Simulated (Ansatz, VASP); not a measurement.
**N: VASP beside Ansatz**

```
N
1.0
     5.81510    0.00000    0.00000
     0.00000    5.81510    0.00000
     0.00000    0.00000    5.81510
N
8
Direct
  0.06390 0.06390 0.06390
  0.43610 0.93610 0.56390
  0.56390 0.43610 0.93610
  0.93610 0.56390 0.43610
  0.95414 0.95414 0.95414
  0.54586 0.04586 0.45414
  0.45414 0.54586 0.04586
  0.04586 0.45414 0.54586
```

Alike in both runs: task single point; functional PBEsol; k mesh 3 × 3 × 3; no spin polarisation.

|  | VASP | Ansatz |
| --- | --- | --- |
| version | VASP 6.6.1 | Ansatz 0.2.0 |
| potentials or method | VASP PAW PBE potentials, release 64 (N) | plane waves, PAW |
| plane-wave cutoff (eV) | 520 | 420 |
| occupations | gaussian, width 0.01 eV | fixed |
| valence electrons in the cell | 40 | 40 |

```csv
,VASP,Ansatz,Ansatz less VASP
gap on the k mesh at the Fermi level (eV),7.40,7.44,+0.044
```

Caveats: the standard files for N, O and F lose accuracy on very short bonds; an odd mesh through Γ misses points on the zone boundary, where band edges often lie.
